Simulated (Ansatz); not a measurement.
Crystal: ZrC.

```
Zr C
1.0
     0.00000    2.36500    2.36500
     2.36500    0.00000    2.36500
     2.36500    2.36500    0.00000
Zr C
1 1
Direct
  0.50000 0.50000 0.50000
  0.00000 0.00000 0.00000
```

```yaml
Program: Ansatz 0.2.0
Task: relaxation of cell and atoms
Functional: BLYP
Dispersion: D3(BJ)
Potentials_or_basis: Ansatz PAW
Cutoff: "420 eV (not typed: the program's choice for these potentials)"
k_mesh: 10 × 10 × 10
Occupations: fermi-dirac, width 0.05 eV
Spin: no spin polarisation
```

At the start: volume 13.23 Å³/atom.

Task: How do energy, volume and symmetry change on relaxing?

Result: It ends after 7 steps and the volume is 12.78 Å³/atom (-3.4 %); space group Fm-3m (No. 225, to 0.05 Å).

Step by step:
| step | energy change (eV) | largest force (eV/Å) | volume (Å³) |
| --- | --- | --- | --- |
| 1 | 0.0000 | 0.0000 | 26.46 |
| 2 | -0.0044 | 0.0000 | 24.75 |
| 3 | -0.0225 | 0.0000 | 25.61 |
| 4 | -0.0226 | 0.0000 | 25.56 |
| 5 | -0.0214 | 0.0000 | 25.56 |
| 6 | -0.0214 | 0.0000 | 25.56 |
| 7 | -0.0214 | 0.0000 | 25.56 |

Final structure:
```yaml
crystal:
  lattice:
    - [0.00000, 2.33788, 2.33788]
    - [2.33788, 0.00000, 2.33788]
    - [2.33788, 2.33788, 0.00000]
  atoms:
    - { symbol: Zr, position: [0.50000, 0.50000, 0.50000] }
    - { symbol: C, position: [0.00000, 0.00000, 0.00000] }
```

Caveat: the plane-wave basis is chosen anew once the cell has moved, so the energies of steps on either side of that aren't comparable; the PAW data sets come from PBE, with cores solved anew for the run's functional, which leaves a small shift of forces and pressure.
